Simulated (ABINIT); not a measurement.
The system is Sb.

```
Sb
1.0
     3.35453    0.00000    0.00000
    -1.67727    2.90511    0.00000
     0.00000    0.00000    5.47016
Sb
2
Direct
  0.66667 0.33333 0.75000
  0.33333 0.66667 0.25000
```

This isn't the form of Sb at room conditions, which is rhombohedral.

* Program: ABINIT 10.8.3 (patched build)
* Task: relaxation of cell and atoms
* Functional: PBE
* Dispersion: D3(BJ)
* Potentials or basis: JTH PAW PBE v2.0
* Cutoff: 435 eV
* k mesh: 9 × 9 × 5
* Occupations: fermi-dirac, width 0.05 eV
* Spin: no spin polarisation

At the start: pressure -1.7 GPa; volume 26.65 Å³/atom.

Question: How do energy, volume and symmetry change on relaxing?

Answer: Over 6 steps the energy falls by 3.9 meV/atom and the volume is 25.93 Å³/atom (-2.7 %); space group P6_3/mmc (No. 194, to 0.05 Å).

Step by step:
| step | energy change (eV) | largest force (eV/Å) | pressure (GPa) | volume (Å³) |
| --- | --- | --- | --- | --- |
| 1 | 0.0000 | 0.0000 | -1.68 | 53.31 |
| 2 | -0.0026 | 0.0000 | -1.38 | 53.03 |
| 3 | -0.0079 | 0.0000 | 0.07 | 51.80 |
| 4 | -0.0079 | 0.0000 | 0.00 | 51.86 |
| 5 | -0.0079 | 0.0000 | 0.00 | 51.86 |
| 6 | -0.0079 | 0.0000 | 0.01 | 51.85 |

Final structure:
```yaml
crystal:
  lattice:
    - [3.32650, 0.00000, 0.00000]
    - [-1.66325, 2.88084, 0.00000]
    - [0.00000, 0.00000, 5.41075]
  atoms:
    - { symbol: Sb, position: [0.66667, 0.33333, 0.75000] }
    - { symbol: Sb, position: [0.33333, 0.66667, 0.25000] }
```

Caveat: pairwise dispersion overbinds metals, which lowers pressure and volume.
